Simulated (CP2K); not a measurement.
NaF (Villiaumite):

```xyz
2
Lattice="3.2810 0.0000 0.0000 1.6405 2.8414 0.0000 1.6405 0.9471 2.6789" Properties=species:S:1:pos:R:3 pbc="T T T"
Na    0.0000    0.0000    0.0000
F     3.2810    1.8943    1.3395
```

Base run:

```yaml
Program: CP2K 2026.2
Functional: PBE
Potentials_or_basis: GTH_POTENTIALS Na GTH-PBE-q9, F GTH-PBE-q7; DZVP-MOLOPT-SR-GTH basis
Density_cutoff: 17687 eV
k_mesh: 10 × 10 × 10
Occupations: fermi-dirac, width 0.05 eV
Spin: no spin polarisation
```

Its results: band gap on the k mesh 6.40 eV, direct; pressure 1.7 GPa.

Task: The run is repeated on the same cell with these changes: potentials or basis from GTH_POTENTIALS Na GTH-PBE-q9, F GTH-PBE-q7; DZVP-MOLOPT-SR-GTH basis to POTENTIAL_UZH Na GTH-SCAN-q9, F GTH-SCAN-q7; DZVP-MOLOPT-SR-GTH basis; potentials from Na GTH-PBE-q9 of GTH_POTENTIALS, F GTH-PBE-q7 of GTH_POTENTIALS to Na GTH-SCAN-q9 of POTENTIAL_UZH, F GTH-SCAN-q7 of POTENTIAL_UZH. What comes out?

Result: Band gap on the k mesh 6.56 eV, direct; pressure 0.7 GPa.

Caveats: the basis of atomic orbitals isn't converged, which shifts pressures, moduli and gaps; the potentials were made for another functional, which shifts forces and pressure (some runs).

A k mesh can miss the band edges.
